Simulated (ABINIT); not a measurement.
Runs of ABINIT 10.8.3 (patched build) on MgTe. The structure is cubic, space group F-43m (No. 216). The conventional cell has a = 6.464 Å, b = 6.464 Å, c = 6.464 Å, α = 90.00°, β = 90.00°, γ = 90.00°. Around Te (site symmetry -43m) lie 4 Mg at 2.80 Å. Around Mg (site symmetry -43m) lie 4 Te at 2.80 Å. The cell comes from a database or a generator and needn't be the stable form of this composition.

```csv
task,level,potentials or basis,cutoff (eV),fine-grid cutoff,gap on the mesh (eV),pressure (GPa)
band structure,PBEsol,JTH PAW PBE v2.0,517,1034.03 eV,2.31,-0.5
band structure,LDA,JTH PAW LDA v2.0,517,1034.03 eV,(a),-1.6
band structure,r2SCAN,JTH PAW PBE v2.0,626,1224.51 eV,(b),0.2
band structure,TB-mBJ,JTH PAW LDA v2.0,626,1224.51 eV,3.50,-
```

Alike in all rows: no spin polarisation; cell as given; k mesh 7 × 7 × 7; smearing fermi-dirac 0.05 eV.

Question: Estimate the missing entries.

Answer: (a) 2.19; (b) 3.11.

Caveats: spin-orbit coupling is left out, which moves the levels of the heavy elements; the PAW data sets were made with another functional, which shifts forces and pressure a little (some runs); the constant c of TB-mBJ comes from the pseudo density here, which moves gaps by up to 0.3 eV between sets of potentials (some runs).

A k mesh can miss the band edges, and the runs leave out spin-orbit coupling on Te.

Runs at the PBE level aren't shown here.
